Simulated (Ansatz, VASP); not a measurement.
# Zn: VASP beside Ansatz

The input INCAR:

```
SYSTEM = Zn
PREC = Accurate
ENCUT = 520
EDIFF = 1E-7
ISMEAR = -1
SIGMA = 0.05
LREAL = .FALSE.
LASPH = .TRUE.
NELM = 60
ALGO = Normal
ISIF = 2
LWAVE = .FALSE.
LCHARG = .TRUE.
GGA = PS
LELF = .TRUE.
LVHAR = .TRUE.
NBANDS = 12
```

The input KPOINTS:

```
Automatic mesh
0
G
  10 10 10
  0 0 0
```

POSCAR

```
Zn
1.0
   -1.5690370000      1.5690370000      1.5847273700
    1.5690370000     -1.5690370000      1.5847273700
    1.5690370000      1.5690370000     -1.5847273700
Zn
1
Direct
    0.0000000000      0.0000000000      0.0000000000
```

File input.yaml:

```yaml
crystal:
  lattice:
    - [-1.569037, 1.569037, 1.58472737]
    - [1.569037, -1.569037, 1.58472737]
    - [1.569037, 1.569037, -1.58472737]
  atoms:
    - { symbol: Zn, position: [0.0, 0.0, 0.0] }
hamiltonian:
  xc: pbesol
  pseudopotentials: { kind: paw }
kpoints:
  mp_grid: { grid: [10, 10, 10] }
scf:
  occupations: { method: fermi_dirac, width: 0.05 }
output:
  forces: true
  stress: true
  eigenvalues: true
```

This isn't the form of Zn at room conditions, which is hcp.

Alike in both runs: task single point; functional PBEsol; k mesh 10 × 10 × 10; occupations fermi-dirac, width 0.05 eV; no spin polarisation.

|  | VASP | Ansatz |
| --- | --- | --- |
| version | VASP 6.6.1 | Ansatz 0.2.0 |
| potentials or method | VASP PAW PBE potentials, release 64 (Zn) | Ansatz PAW |
| plane-wave cutoff (eV) | 520 | 420 |
| valence electrons in the cell | 12 | 12 |

```tsv
	VASP	Ansatz	Ansatz less VASP
gap on the k mesh at the Fermi level (eV)	none	none	-
pressure (GPa)	-5.4	-5.7	-0.28
largest component of the traceless stress (GPa)	0.83	0.83	-0.005
```

A gap of «none» marks a metal or a gap that the smearing closes. The functional is the same, so the differences come from potentials, cutoffs and numerics.

Caveats: the PAW data sets were made with another functional, which shifts forces and pressure a little (VASP); the PAW data sets come from PBE, with cores solved anew for the run's functional, which leaves a small shift of forces and pressure (Ansatz).
